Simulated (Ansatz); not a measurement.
**Tetragonal deformation path in ZnS**

Level of theory: Ansatz, DFT r2SCAN, scalar-relativistic, plane waves, PAW. Cutoff 500 eV, Γ-centred 8×8×8 k-points, Gaussian smearing of 0.05 eV. No spin polarisation. Energies are free energies at this smearing, counted from the undisturbed cell; pressure is positive in compression.

The starting cell (as given, not relaxed at this level; it stands at -0.9 GPa):

```yaml
crystal:
  lattice:
    - [0.00000, 2.70465, 2.70465]
    - [2.70465, 0.00000, 2.70465]
    - [2.70465, 2.70465, 0.00000]
  atoms:
    - { symbol: Zn, position: [0.00000, 0.00000, 0.00000] }
    - { symbol: S, position: [0.75000, 0.75000, 0.75000] }
```

At fixed volume and fractional coordinates, lengths along (0.000, 0.000, 1.000) are scaled against those across it; ρ is that ratio over its starting value.

| ρ | ΔE (meV/atom) | pressure (GPa) | gap on the mesh (eV) |
| --- | --- | --- | --- |
| 0.650 | 217.4 | -5.3 | 1.23 |
| 0.707 | 146.8 | ? | ? |
| 0.780 | ? | -2.4 | ? |
| 0.850 | 38.6 | -1.5 | 2.32 |
| 0.920 | 11.2 | -1.0 | 2.47 |
| 0.960 | 2.8 | -0.9 | 2.56 |
| 1.000 | 0.0 | -0.9 | 2.65 |
| 1.050 | ? | -0.9 | ? |
| 1.100 | 18.5 | -1.1 | 2.48 |
| 1.200 | ? | ? | 2.18 |
| 1.300 | 170.8 | -2.2 | 1.71 |
| 1.414 | 326.2 | -2.8 | 0.91 |
| 1.500 | 473.9 | -3.1 | 0.19 |

Task: Give the withheld values.

Result: pressure (GPa) at ρ = 0.707: -3.9; gap on the mesh (eV) at ρ = 0.707: 1.83; ΔE (meV/atom) at ρ = 0.780: 81.9; gap on the mesh (eV) at ρ = 0.780: 2.16; ΔE (meV/atom) at ρ = 1.050: 4.6; gap on the mesh (eV) at ρ = 1.050: 2.58; ΔE (meV/atom) at ρ = 1.200: 75.1; pressure (GPa) at ρ = 1.200: -1.6.